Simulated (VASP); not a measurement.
# Si (Fd-3m) in VASP: Born charges and dielectric tensor with LDA

Aim: the Born charges and dielectric tensor of Si with LDA.

Everything below comes from runs of VASP 6.6.1. Logs are shortened: lines on timing, memory, paths and dates and some standing lists are left out, and cuts for length are marked.

## Step 1: The structure

It takes space group Fd-3m (No. 227, cubic). The conventional cell has a = 5.403 Å, b = 5.403 Å, c = 5.403 Å, α = 90.00°, β = 90.00°, γ = 90.00°. Around Si (site symmetry -43m) lie 4 Si at 2.34 Å.

## Step 2: Born charges and dielectric tensor, LDA

File INCAR:

```
SYSTEM = Si
PREC = Accurate ; ENCUT = 600
EDIFF = 1E-8 ; ISMEAR = 0
SIGMA = 0.02 ; LREAL = .FALSE.
LASPH = .TRUE. ; NELM = 80
ALGO = Normal ; ISIF = 2
LWAVE = .FALSE. ; LCHARG = .FALSE.
LEPSILON = .TRUE. ; IBRION = 8
NSW = 1
```

File KPOINTS:

```
Automatic mesh
0
G
  6 6 6
  0 0 0
```

File POSCAR:

```
Si
1.0
    0.0000000000      2.7015100000      2.7015100000
    2.7015100000      0.0000000000      2.7015100000
    2.7015100000      2.7015100000      0.0000000000
Si
2
Direct
    0.5000000000      0.5000000000      0.5000000000
    0.7500000000      0.7500000000      0.7500000000
```

Potentials or basis: VASP PAW LDA potentials, release 64 (Si).

Command:

```bash
$ cat potpaw_LDA.64/Si/POTCAR > POTCAR
$ mpirun -np 1 vasp_std > vasp.out
```

OUTCAR:

```text
SYSTEM = Si
   PREC = Accurate
   ENCUT = 600
   EDIFF = 1E-8
   ISMEAR = 0
   LREAL = .FALSE.
   LASPH = .TRUE.
   NELM = 80
   ISIF = 2
   LEPSILON = .TRUE.
   IBRION = 8
   NSW = 1

 ion  position               nearest neighbor table
   1  0.500  0.500  0.500-   2 2.34   2 2.34   2 2.34   2 2.34
   2  0.750  0.750  0.750-   1 2.34   1 2.34   1 2.34   1 2.34

  LATTYP: Found a face centered cubic cell.
 ALAT       =     5.4030200000

  Lattice vectors:

 A1 = (   0.0000000000,   2.7015100000,   2.7015100000)
 A2 = (   2.7015100000,   0.0000000000,   2.7015100000)
 A3 = (   2.7015100000,   2.7015100000,   0.0000000000)

Analysis of symmetry for initial positions (statically):
=====================================================================
 Subroutine PRICEL returns:
 Original cell was already a primitive cell.

 Routine SETGRP: Setting up the symmetry group for a
 face centered cubic supercell.

 Subroutine GETGRP returns: Found 48 space group operations
 (whereof 24 operations were pure point group operations)
 out of a pool of 48 trial point group operations.

The static configuration has the point symmetry T_d .
 The point group associated with its full space group is O_h .

Analysis of symmetry for dynamics (positions and initial velocities):
=====================================================================
 Subroutine PRICEL returns:
 Original cell was already a primitive cell.

 Routine SETGRP: Setting up the symmetry group for a
 face centered cubic supercell.

 Subroutine GETGRP returns: Found 48 space group operations
 (whereof 24 operations were pure point group operations)
 out of a pool of 48 trial point group operations.

The dynamic configuration has the point symmetry T_d .
 The point group associated with its full space group is O_h .

 Subroutine INISYM returns: Found 48 space group operations
 (whereof 24 operations are pure point group operations),
 and found     1 'primitive' translations

----------------------------------------------------------------------------------------

                                     Primitive cell

  volume of cell :      39.4321

  direct lattice vectors                    reciprocal lattice vectors
     0.000000000  2.701510000  2.701510000    -0.185081677  0.185081677  0.185081677
     2.701510000  0.000000000  2.701510000     0.185081677 -0.185081677  0.185081677
     2.701510000  2.701510000  0.000000000     0.185081677  0.185081677 -0.185081677

  length of vectors
     3.820512081  3.820512081  3.820512081     0.320570867  0.320570867  0.320570867

  position of ions in fractional coordinates (direct lattice)
     0.500000000  0.500000000  0.500000000
     0.750000000  0.750000000  0.750000000

  ion indices of the primitive-cell ions
   primitive index   ion index
                 1           1
                 2           2

----------------------------------------------------------------------------------------

 KPOINTS: Automatic mesh

Automatic generation of k-mesh.
 Grid dimensions read from file:
 generate k-points for:    6    6    6

 Generating k-lattice:

[... 310 lines left out ...]
          17.859323     0.000000    -0.000000
           0.000000    17.859323     0.000000
          -0.000000     0.000000    17.859323
 ------------------------------------------------------

 Free energy of the ion-electron system (eV)
  ---------------------------------------------------
  ---------------------------------------------------
  free energy    TOTEN  =        -1.84089868 eV

  energy without entropy =       -1.84089868

------------------------ aborting loop because EDIFF is reached ----------------------------------------

--------------------------------------- Ionic step        2  -------------------------------------------

------------------------ aborting loop because EDIFF is reached ----------------------------------------

--------------------------------------- Ionic step        3  -------------------------------------------

------------------------ aborting loop because EDIFF is reached ----------------------------------------

 PIEZOELECTRIC TENSOR FIELD DIRECTION 3  (e Angst)
 -----------------------------------------------------------------------------
     0.00492 -0.00000  0.00000           (  0.00001  0.00000  0.00000)
     0.00000  0.00492  0.00000           (  0.00000  0.00001  0.00000)
     0.00000  0.00000 -0.01205           (  0.00000  0.00000 -0.00001)

 PIEZOELECTRIC TENSOR FIELD DIRECTION 3  (C/m^2)
 -----------------------------------------------------------------------------
     0.00200 -0.00000  0.00000
     0.00000  0.00200  0.00000
     0.00000  0.00000 -0.00490

--------------------------------------- Ionic step        4  -------------------------------------------

 Free energy of the ion-electron system (eV)
  ---------------------------------------------------
  ---------------------------------------------------
  free energy    TOTEN  =        -0.01775659 eV

  energy without entropy =       -0.01775659

------------------------ aborting loop because EDIFF is reached ----------------------------------------

 INTERNAL STRAIN TENSOR  FOR ION    1  DIRECTION 1   (eV/Angst):
 -----------------------------------------------------------------------------
    -0.01664  0.00000  0.00000
     0.00000  0.00965  9.47214
     0.00000  9.47214  0.00965

 MACROSCOPIC STATIC DIELECTRIC TENSOR (including local field effects in DFT)
 ------------------------------------------------------
          16.996094    -0.000000    -0.000000
          -0.000000    16.996094     0.000000
          -0.000000     0.000000    16.996094
 ------------------------------------------------------

 PIEZOELECTRIC TENSOR (including local field effects)  for field in x, y, z        (e  Angst)
          XX          YY          ZZ          XY          YZ          ZX
  --------------------------------------------------------------------------------
  x     0.00000    -0.00000    -0.00000     0.00000     0.00000     0.00000
  y     0.00000    -0.00000     0.00000     0.00000     0.00000     0.00000
  z     0.00000     0.00000    -0.00000     0.00000     0.00000     0.00000

 PIEZOELECTRIC TENSOR (including local field effects)  for field in x, y, z        (C/m^2)
          XX          YY          ZZ          XY          YZ          ZX
  --------------------------------------------------------------------------------
  x     0.00000    -0.00000    -0.00000     0.00000     0.00000     0.00000
  y     0.00000    -0.00000     0.00000     0.00000     0.00000     0.00000
  z     0.00000     0.00000    -0.00000     0.00000     0.00000     0.00000

 BORN EFFECTIVE CHARGES (including local field effects) (in |e|, cummulative output)
 ---------------------------------------------------------------------------------
 ion    1
    1     0.00000     0.00000     0.00000
    2     0.00000     0.00000    -0.00000
    3    -0.00000    -0.00000     0.00000
 ion    2
    1    -0.00000     0.00000    -0.00000
    2     0.00000    -0.00000     0.00000
    3     0.00000     0.00000    -0.00000

 INTERNAL STRAIN TENSOR FOR ION    2 for displacements in x,y,z  (eV/Angst):
          X           Y           Z          XY          YZ          ZX
  --------------------------------------------------------------------------------
  x     0.00000     0.00000     0.00000     0.00000    -9.47214     0.00000
  y     0.00000     0.00000     0.00000     0.00000     0.00000    -9.47214
  z     0.00000     0.00000     0.00000    -9.47214     0.00000     0.00000

 SECOND DERIVATIVES (NOT SYMMETRIZED)
 ------------------------------------
               1X          1Y          1Z          2X          2Y          2Z
  1X   -13.679899    0.000000    0.000000   13.679899    0.000000    0.000000
  1Y     0.000000  -13.679899    0.000000    0.000000   13.679899    0.000000
  1Z     0.000000    0.000000  -13.679899    0.000000    0.000000   13.679899
  2X    13.679899    0.000000    0.000000  -13.679899    0.000000    0.000000
  2Y     0.000000   13.679899    0.000000    0.000000  -13.679899    0.000000
  2Z     0.000000    0.000000   13.679899    0.000000    0.000000  -13.679899

 Eigenvectors and eigenvalues of the dynamical matrix
 ----------------------------------------------------

   1 f  =   15.430143 THz    96.950449 2PiTHz  514.694175 cm-1    63.813916 meV
             X         Y         Z           dx          dy          dz
      2.701510  2.701510  2.701510     0.000000   -0.707107    0.000000
      4.052265  4.052265  4.052265     0.000000    0.707107    0.000000
[... 21 lines left out ...]
   6 f  =    0.000000 THz     0.000000 2PiTHz    0.000000 cm-1     0.000000 meV
             X         Y         Z           dx          dy          dz
      2.701510  2.701510  2.701510     0.000000    0.000000    0.707107
      4.052265  4.052265  4.052265     0.000000    0.000000    0.707107

--------------------------------------------------------------------------------------------------------

 MACROSCOPIC STATIC DIELECTRIC TENSOR IONIC CONTRIBUTION
 ------------------------------------------------------
           0.000000    -0.000000    -0.000000
          -0.000000     0.000000    -0.000000
          -0.000000    -0.000000     0.000000
 ------------------------------------------------------

 ELASTIC MODULI CONTR FROM IONIC RELAXATION (kBar)
 Direction    XX          YY          ZZ          XY          YZ          ZX
 --------------------------------------------------------------------------------
 XX           0.0000      0.0000      0.0000      0.0000      0.0000      0.0000
 YY           0.0000      0.0000      0.0000      0.0000      0.0000      0.0000
 ZZ           0.0000      0.0000      0.0000      0.0000      0.0000      0.0000
 XY           0.0000      0.0000      0.0000   -266.4857      0.0000      0.0000
 YZ           0.0000      0.0000      0.0000      0.0000   -266.4857      0.0000
 ZX           0.0000      0.0000      0.0000      0.0000      0.0000   -266.4857
 --------------------------------------------------------------------------------

 PIEZOELECTRIC TENSOR IONIC CONTR  for field in x, y, z        (C/m^2)
          XX          YY          ZZ          XY          YZ          ZX
  --------------------------------------------------------------------------------
  x     0.00000     0.00000     0.00000     0.00000     0.00000     0.00000
  y     0.00000     0.00000     0.00000    -0.00000     0.00000     0.00000
  z     0.00000     0.00000     0.00000     0.00000    -0.00000    -0.00000
```

Wall time 52 s (1 thread of Intel Xeon Platinum 8559C (Emerald Rapids), shared host); peak memory 0.19 GiB.

What came out:

```yaml
Band_gap_on_the_k_mesh: 0.57 eV, indirect (least direct gap 2.53 eV)
Electronic_dielectric_tensor_diagonal: 17.00
Born_charges_mean_of_the_diagonal: Si +0.00 e
Highest_phonon_frequency_at_Γ: 515 cm⁻¹
```

Levels at points of the mesh, in eV from the valence-band top:
```
           k point  band 1  band 2  band 3  band 4  band 5  band 6  band 7  band 8
(0.00, 0.00, 0.00)  -12.06    0.00    0.00    0.00    2.53    2.53    2.53    3.39
(0.50, 0.00, 0.00)   -9.69   -7.07   -1.21   -1.21    1.48    3.28    3.28    7.53
(0.50, 0.50, 0.00)   -7.86   -7.86   -2.90   -2.90    0.57    0.57   10.11   10.11
```

Phonon frequencies in cm⁻¹ (negative: imaginary):
```tsv
q point	frequencies
(0.000, 0.000, 0.000)	0 0 0 515 515 515
```

Electronic dielectric tensor:
```
17.00  0.00  0.00
 0.00 17.00  0.00
 0.00  0.00 17.00
```

Born effective charge tensors (e):
atom 1, Si
```
0.00 0.00 0.00
0.00 0.00 0.00
0.00 0.00 0.00
```
atom 2, Si
```
0.00 0.00 0.00
0.00 0.00 0.00
0.00 0.00 0.00
```

Caveat: the gap is small at this level, which inflates the dielectric constant. A k mesh can miss the band edges.
